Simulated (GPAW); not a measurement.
Crystal: CoO.

```
CELL_PARAMETERS angstrom
2.85630 0.00000 0.00000
-1.42815 2.47363 0.00000
0.00000 0.00000 2.78761
ATOMIC_POSITIONS crystal
Co 0.00000 0.00000 0.00000
O 0.66667 0.33333 0.50000
```

Measurements of this composition are mostly on another form, of space group No. 225.

Base run:

| Property | Result |
| --- | --- |
| Program | GPAW 26.7.0 |
| Functional | PBE |
| Potentials or basis | GPAW PAW data sets (gpaw-data 1.2.1) |
| Cutoff | 600 eV |
| Basis | pw |
| k mesh | 8 × 8 × 7 |
| Occupations | gaussian, width 0.05 eV |
| Spin | collinear spin, ferromagnetic start |
| Starting moments | [3.0, 0.0] μB |
| Fixed moment | 3 μB |
| Hubbard terms | Co d U = 2 eV |

Its results: pressure -8.8 GPa; net moment 3.00 μB per cell; site moments Co +2.63; O +0.24 μB.

Task: The run is repeated on the same cell with these changes: fixed moment from 3 μB to none; hubbard terms from Co d U = 2 eV to none. What comes out?

Result: Pressure -12.8 GPa; net moment 3.00 μB per cell; site moments Co +2.54; O +0.30 μB.

Caveats: the cutoff is short for stress and forces, so pressures can be off by a GPa or more; a cell with one magnetic atom can't hold antiferromagnetic order, which such compounds often take; the total moment is fixed, so each spin has its own Fermi level (some runs).
